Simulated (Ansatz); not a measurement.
**HfO₂: a sublattice moved along a line**

Level of theory: DFT PBE, scalar-relativistic, plane waves, PAW in Ansatz 0.2.0. The runs took a 420 eV cutoff, a Γ-centred 6×6×4 mesh and Gaussian smearing (0.05 eV). Spin–orbit coupling is left out, which matters for the heavy elements here. No spin polarisation. Energies are free energies at this smearing, counted from the undisturbed cell; pressure is positive in compression.

The undisturbed cell (relaxed at this level; this form isn't the usual structure):

```
Hf O
1.0
     3.60430    0.00000    0.00000
     0.00000    3.60430    0.00000
     0.00000    0.00000    5.26397
Hf O
2 4
Cartesian
  1.8022 1.8022 2.6320
  0.0000 0.0000 0.0000
  0.0000 1.8022 3.6493
  1.8022 0.0000 4.2467
  1.8022 0.0000 1.6147
  0.0000 1.8022 1.0173
```

Every O atom is moved by x along the Cartesian unit vector (0.000, -0.745, 0.667); the cell and all other atoms stay fixed.

```csv
x (Å),ΔE (meV/cell),force along x on the moved atoms (eV/Å),pressure (GPa),gap on the mesh (eV)
-0.1000,92.6,1.88,1.1,4.69
-0.0500,22.9,0.92,0.3,4.68
0.0000,0.0,0.00,0.0,4.67
0.0125,1.4,-0.23,0.0,4.67
0.0250,5.7,-0.46,0.1,4.67
0.0375,12.8,-0.69,0.2,4.67
0.0625,35.8,-1.15,0.5,4.68
0.0750,51.7,-1.39,0.6,4.68
0.0875,70.6,-1.63,0.9,4.69
```

By symmetry 0.1000 repeats -0.1000, -0.0750 repeats 0.0750, 0.0500 repeats -0.0500, -0.0250 repeats 0.0250 in energy, with the opposite slope along the path.